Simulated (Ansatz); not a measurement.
**SiNi: the order of phases at one pressure**

Aim: bring SiNi in several structures (rocksalt, CsCl, WC, NiAs, zincblende) to one pressure and rank them by enthalpy. The pressure is set by scaling the first phase. The runs shown use PAW.

Computed with Ansatz 0.2.0 (DFT, PBE, PAW with Ansatz's default frozen-core files, scalar-relativistic, unless a step's input says otherwise).

## (1) Starting point

It takes space group Fm-3m (No. 225, cubic). Conventional cell: a = 4.605 Å, b = 4.605 Å, c = 4.605 Å, α = 90.00°, β = 90.00°, γ = 90.00°. Around Ni (site symmetry m-3m) lie 6 Si at 2.30 Å. Si (site symmetry m-3m) has 6 Ni at 2.30 Å as nearest neighbours.

Coordinates:

```cif
data_structure
_symmetry_space_group_name_H-M 'P 1'
_symmetry_Int_Tables_number 1
_cell_length_a 3.2562
_cell_length_b 3.2562
_cell_length_c 3.2562
_cell_angle_alpha 60.000
_cell_angle_beta 60.000
_cell_angle_gamma 60.000
_cell_volume 24.41
loop_
_atom_site_label
_atom_site_type_symbol
_atom_site_fract_x
_atom_site_fract_y
_atom_site_fract_z
_atom_site_occupancy
Ni1 Ni 0.00000 0.00000 0.00000 1
Si1 Si 0.50000 0.50000 0.50000 1
```

Atoms are numbered in the order of the input: Ni1, Si2.

## (2) Cell relaxed at zero pressure, PAW

Contents of input.yaml:

```yaml
crystal:
  lattice:
    - [0.0, 2.3024851496, 2.3024851496]
    - [2.3024851496, 0.0, 2.3024851496]
    - [2.3024851496, 2.3024851496, 0.0]
  atoms:
    - { symbol: Ni, position: [0.0, 0.0, 0.0] }
    - { symbol: Si, position: [0.5, 0.5, 0.5] }
kpoints:
  mp_grid: { grid: [15, 15, 15] }
scf:
  occupations: { method: fermi_dirac, width: 0.1 }
hamiltonian:
  xc: pbe
  pseudopotentials: { kind: paw }
output:
  forces: true
  stress: true
relax:
  f_tol: 0.005
  max_steps: 40
  cell: {}
```

The run is started by

```bash
$ ansatz run input.yaml --threads 1 --pin off --max-ram 3584MiB --backend cpu --events-out ev --progress --plain --runs-dir out
```

The runs that follow: Volume scaled by 1, to set the pressure, PAW; Rocksalt relaxed under pressure, PAW; CsCl relaxed under pressure, PAW; WC relaxed under pressure, PAW; NiAs relaxed under pressure, PAW; Zincblende relaxed under pressure, PAW.

Before running it: what results should come out? Wanted: pressure; lowest.

As calculated:

```
    quantity                         value
    pressure                     0.087 GPa
lowest (PAW)  NiAs, 25.2 meV/atom under WC
```

**Reading.** By PAW the order is NiAs < WC < CsCl < rocksalt < zincblende. Only these structures were tried, with electrons smeared by 0.1 eV and without vibrations, so the true ground state may be another. The k meshes differ between phases and weren't tested, which can move differences by some meV. Spin polarisation is left out here, though a magnetic state may lie well lower.
